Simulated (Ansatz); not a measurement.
**C: changing the functional**

Symmetry: R-3m, No. 166, trigonal system. The conventional cell has a = 2.466 Å, b = 2.466 Å, c = 24.848 Å, α = 90.00°, β = 90.00°, γ = 120.00°. C (site symmetry 3m) has 3 C at 1.42 Å as nearest neighbours. C (site symmetry 3m) has 3 C at 1.42 Å as nearest neighbours.

Kept alike: task equation of state; k mesh 12 × 12 × 12; occupations fermi-dirac, width 0.05 eV; no spin polarisation. Program: Ansatz, Ansatz PAW. Cutoffs run from 420 to 500 eV. The mesh is that of the run's cell of 4 atoms. No spin-orbit coupling.

| run | volume (Å³/atom) | bulk modulus (GPa) |
| --- | --- | --- |
| A | 10.808 | 227.9 |
| B | 10.762 | 233.0 |
| C | 10.615 | 235.9 |

Volume and modulus come from cells scaled at fixed shape and fractions; off cubic symmetry such a modulus can lie above the relaxed one. All rows use potentials made for PBE.

Q: The runs differ in the functional (and the cutoff that goes with it) alone: LDA; PBEsol; r2SCAN. Which run is which?

A: Run A is PBEsol; run B is r2SCAN; run C is LDA. The volume runs from 10.615 (LDA) to 10.808 Å³/atom (PBEsol). The bulk modulus runs from 227.9 (PBEsol) to 235.9 GPa (LDA).
